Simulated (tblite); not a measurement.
Settings test, tblite on Bi

Simulated with tblite 0.8.0. This is a test of settings. The cell was built from a prototype and was relaxed with r2SCAN in plane waves (Ansatz 0.2.0). It may be hypothetical. It is a single sheet, repeated along a and b, with vacuum along c. All runs are without spin polarisation.

The sheet's in-plane cell has a = 4.315 Å, b = 4.315 Å (γ = 120.0°), and its outermost atoms lie 1.71 Å apart along the normal. Bi is surrounded by 3 Bi at 3.02 Å.

The base run uses GFN1-xTB on a cluster of 18 atoms.

```python
import json
from ase import Atoms
from ase.build import make_supercell
from ase.units import Bohr, GPa, Hartree
from tblite.interface import Calculator

atoms = Atoms(['Bi', 'Bi'],
              cell=[[4.31489641, 0.0, 0.0], [-2.1574482, 3.7368099, 0.0], [0.0, 0.0, 27.0530696]],
              scaled_positions=[[0.333333333, 0.666666667, 0.312743843], [0.666666667, 0.333333333, 0.375774505]],
              pbc=True)
cluster = make_supercell(atoms, [[3, 0, 0], [0, 3, 0], [0, 0, 1]])
calc = Calculator('GFN1-xTB', cluster.numbers, cluster.positions / Bohr, lattice=cluster.cell[:] / Bohr, periodic=cluster.pbc)
calc.set('temperature', 0.02 / Hartree)
calc.set('max-iter', 150)
res = calc.singlepoint()
levels = res.get('orbital-energies') * Hartree
nv = round(res.get('orbital-occupations').sum() / 2)
cells = len(cluster) // len(atoms)
out = {'energy_per_cell': res.get('energy') * Hartree / cells, 'homo': levels[nv - 1], 'lumo': levels[nv],
       'stress': (-res.get('virial') * Hartree / cluster.get_volume() / GPa).tolist(), 'charges': res.get('charges')[:len(atoms)].tolist(), 'electrons': 2 * nv / cells}
json.dump(out, open('results.json', 'w'))
for key, value in out.items():
    print(key, value)
```

Command: `python run.py`. It took 0.53 s on 1 thread of Arm Neoverse V2 (shared host), peak memory 0.097 GiB.

It converged with a gap of 2.95 eV. xTB was fitted to molecules, so gaps, charges and pressures of solids can be far off.

Each further run moved one setting: mixer-damping (damping of the charge mixer); temperature (electronic temperature in eV); accuracy (scale of the thresholds); cluster (size of the cluster in conventional cells). Changes are from the base run, which isn't itself converged in every setting; energies of another Hamiltonian, functional, basis or charge aren't compared, and those at a high electronic temperature are mostly its entropy term.

| setting | how it ended | gap change (eV) | energy change (meV/atom) | pressure change (GPa) | time (s) |
| --- | --- | --- | --- | --- | --- |
| mixer-damping = 0.7 | converged | 0.00 | 0.0 | – | 0.54 |
| temperature = 0.3 | converged | 0.00 | -1.7 | – | 0.56 |
| accuracy = 0.01 | converged | 0.00 | 0.0 | – | 0.54 |
| accuracy = 1000.0 (poor on purpose) | converged | 0.00 | 1.1 | – | 0.53 |
| cluster = 1x1x1 (poor on purpose) | converged | 0.00 | 3296.4 | – | 0.52 |
| cluster = 4x4x1 | converged | 0.00 | -42.2 | – | 0.59 |

mixer-damping = 0.7 changes nothing that matters here. accuracy = 0.01 changes nothing that matters here.

Spin-orbit coupling is left out; in compounds of Pb, Bi, Tl or Hg it can lower a gap by up to about 1 eV, split its edges or invert the bands.
